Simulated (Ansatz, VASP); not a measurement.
**One calculation of CuO (Tenorite), two programs**

```
Cu O
1.0
     2.32891   -1.70190    0.00000
     2.32891    1.70190    0.00000
    -0.85478    0.00000    5.02548
Cu O
2 2
Cartesian
  0.7371 -0.8401 2.5127
  1.1645 0.8401 0.0000
  1.6311 0.2822 3.7877
  2.0585 -0.2822 1.2750
```

Change from the starting cell: volume scaled by 0.98.

Alike in both runs: task single point; functional LDA; k mesh 10 × 10 × 5; occupations fermi-dirac, width 0.05 eV; no spin polarisation.

|  | VASP | Ansatz |
| --- | --- | --- |
| version | VASP 6.6.1 | Ansatz 0.2.0 |
| potentials or method | VASP PAW LDA potentials, release 64 (Cu, O), cutoff 520 eV | all-electron LAPW, scalar-relativistic |

```tsv
	VASP	Ansatz	Ansatz less VASP
gap on the k mesh at the Fermi level (eV)	none	none	-
pressure (GPa)	-5.3	-6.0	-0.69
largest component of the traceless stress (GPa)	2.49	2.83	+0.339
rms of the force components (eV/Å)	0.448	0.443	-0.0054
```

Atom by atom the forces differ by 0.020 eV/Å (rms over components). A gap of «none» marks a metal or a gap that the smearing closes. Ansatz ran all-electron here, so the differences hold the error of VASP's frozen core and of both bases.

Caveats: the run has no spin polarisation, though such a crystal can be magnetic; semilocal functionals often make such compounds metallic where correlation or magnetic order opens a gap, which also shifts bond lengths.
